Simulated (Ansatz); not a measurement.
**Structures of ZnAu: which is lowest?**

Plane-wave DFT in Ansatz with scalar-relativistic PAW potentials, cutoff 420 eV, Γ-centred meshes chosen by cell and gap, Gaussian smearing with energies taken to zero width. Every cell was relaxed (cell and atoms) in a run of its own, within the symmetry of its start. Functional: PBE.

Relaxed structures (starts from databases or built by putting these elements on another compound's sites):
A. P-6m2, 2 atoms in the computed cell, a = 3.027 Å, c = 4.196 Å; sites (symmetry × multiplicity) Zn -6m2 × 1, Au -6m2 × 1; start: built
B. P4/mmm, 2 atoms in the computed cell, a = 3.141 Å, c = 3.281 Å; sites (symmetry × multiplicity) Zn 4/mmm × 1, Au 4/mmm × 1; start: built
C. P6_3/mmc, 4 atoms in the computed cell, a = 4.506 Å, c = 5.147 Å; sites (symmetry × multiplicity) Zn -6m2 × 2, Au -6m2 × 2; start: built
D. Pm-3m, 2 atoms in the computed cell, a = 3.187 Å; sites (symmetry × multiplicity) Zn m-3m × 1, Au m-3m × 1; start: database
E. P2_13, 8 atoms in the computed cell, a = 5.088 Å; sites (symmetry × multiplicity) Zn .3. × 4, Au .3. × 4; start: built

Task: Rank them by energy. Could pressure change the order?

Result:
```tsv
structure	group	E − E(lowest) (meV/atom)	V (Å³/atom)	gap on mesh (eV)
E	P2_13	0.0	16.46	0.00
B	P4/mmm	11.5	16.18	0.00
D	Pm-3m	13.3	16.18	0.00
A	P-6m2	65	16.65	0.00
C	P6_3/mmc	248	22.62	0.00
```

E is lowest, 11 meV/atom under B. The two lowest differ in volume by under 3 %, too little for a first-order estimate of what pressure does to that pair (other pairs aren't weighed here); with rigid cells even 3 % in favour of the higher one would need about 4 GPa. Other structures may lie lower than all of these, and vibrations aren't counted.

Spin-orbit coupling is left out, which matters for the bands of heavy elements.